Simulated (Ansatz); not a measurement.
Relaxed RuO$_{2}$ (rutile):

```xyz
6
Lattice="4.5234 0.0000 0.0000 0.0000 4.5234 0.0000 0.0000 0.0000 3.1190" Properties=species:S:1:pos:R:3 pbc="T T T"
Ru     2.2617     2.2617     1.5595
Ru     0.0000     0.0000     0.0000
O      3.6444     3.6444     1.5595
O      1.3827     3.1407     0.0000
O      3.1407     1.3827     0.0000
O      0.8790     0.8790     1.5595
```

Calculation: PBE (plane waves to 420 eV, PAW, scalar-relativistic; Ansatz, a quantum-chemistry and plane-wave program). k mesh 8×8×12 (Γ-centred), Fermi-Dirac smearing 0.05 eV. With partly filled bands, energies and forces of such displacements shift with the k mesh and the smearing. RuO2 is run without spin polarisation and with no Hubbard U. RuO2 was relaxed with its symmetry unable to fall.

One atom of the cell was then moved (with its periodic images), all else fixed, and the forces (eV/Å) came out as:

| atom | Fx | Fy | Fz |
|---|---|---|---|
| Ru1 | 5.023 | -5.023 | 0.000 |
| Ru2 | -0.344 | 0.344 | 0.000 |
| O3 | 0.902 | 0.464 | 0.000 |
| O4 | -8.237 | 8.237 | 0.000 |
| O5 | 3.120 | -3.120 | 0.000 |
| O6 | -0.464 | -0.902 | 0.000 |

Which atom was moved, and by which vector (Å)?

O4, by (0.42, -0.42, 0.00), 0.59 Å in all.

(For displaced atoms, the force is minus the slope of the energy, and its curvature is a force constant, which sets phonon frequencies.)
